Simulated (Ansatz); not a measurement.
A run of Ansatz 0.2.0:

Contents of input.yaml:

```yaml
crystal:
  lattice:
    - [4.5998373239, 0.0, 0.0]
    - [0.0, 4.5998373239, 0.0]
    - [0.0, 0.0, 2.95921356]
  atoms:
    - { symbol: Ti, position: [0.0, 0.0, 0.5] }
    - { symbol: Ti, position: [0.5, 0.5, 0.0] }
    - { symbol: O, position: [0.30432132, 0.30432132, 0.5] }
    - { symbol: O, position: [0.19567868, 0.80432132, 0.0] }
    - { symbol: O, position: [0.80432132, 0.19567868, 0.0] }
    - { symbol: O, position: [0.69567868, 0.69567868, 0.5] }
hamiltonian:
  xc: pbe
  pseudopotentials: { kind: paw }
  hubbard: { sites: [{ species: Ti, l: d, u_eff: 2.0 }] }
kpoints:
  mp_grid: { grid: [6, 6, 9] }
  band_path:
    path:
      - [[0.0, 0.0, 0.0], [0.0, 0.5, 0.0], [0.5, 0.5, 0.0], [0.0, 0.0, 0.0], [0.0, 0.0, 0.5], [0.0, 0.5, 0.5], [0.5, 0.5, 0.5], [0.0, 0.0, 0.5]]
      - [[0.0, 0.5, 0.0], [0.0, 0.5, 0.5]]
      - [[0.5, 0.5, 0.0], [0.5, 0.5, 0.5]]
    npoints: 14
scf:
  occupations: { method: fermi_dirac, width: 0.05 }
  n_extra_bands: 15
output:
  forces: true
  stress: true
  eigenvalues: true
  fatbands: false
```

Potentials or basis: Ansatz PAW.

Launch:

```bash
$ ansatz run input.yaml --threads 2 --pin off --max-ram 5632MiB --backend cpu --events-out ev --progress --plain --runs-dir out
```

Hardware: 2 threads of Arm Neoverse V1 (shared host).

Problem. How long does it take, and how much memory?

Solution. Run time: 8.3 s on 2 threads of Arm Neoverse V1 (shared host), peak memory 0.51 GiB. Counts: scf iterations 9, plane waves 1217, k points 50, bands 39.
